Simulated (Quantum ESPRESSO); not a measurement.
Crystal: MnO2.

```
Mn O
1.0
     1.41785    0.81859    4.28669
    -1.41785    0.81859    4.28669
     0.00000   -1.63719    4.28669
Mn O
1 2
Direct
  0.00000 0.00000 0.00000
  0.25200 0.25200 0.25200
  0.74800 0.74800 0.74800
```

The cell was built by a generator and needn't be a form met in nature.

Base run:

```yaml
Program: Quantum ESPRESSO 7.5
Functional: revPBE
Potentials_or_basis: PseudoDojo 0.4.1 SR PBE standard
Cutoff: 1306 eV
Density_cutoff: 5225 eV
k_mesh: 8 × 8 × 8
Occupations: gaussian, width 0.05 eV
Spin: collinear spin, ferromagnetic start
Starting_moments: "[3.0, 0.0, 0.0] μB"
Hubbard_terms: Mn d U = 7 eV
```

Its results: band gap on the k mesh 0.60 eV, indirect (least direct gap 0.90 eV); pressure 20.1 GPa; net moment 3.00 μB per cell; site moments Mn +3.20; O -0.33 μB; largest force 0.641 eV/Å.

Q: The run is repeated on the same cell with these changes: functional from revPBE to RPBE. What comes out?

A: Band gap on the k mesh 0.61 eV, indirect (least direct gap 0.90 eV); pressure 21.5 GPa; net moment 3.00 μB per cell; site moments Mn +3.20; O -0.33 μB; largest force 0.602 eV/Å.

Caveats: the potentials were made for another functional, which shifts forces and pressure; a cell with one magnetic atom can't hold antiferromagnetic order, which such compounds often take.

A k mesh can miss the band edges.
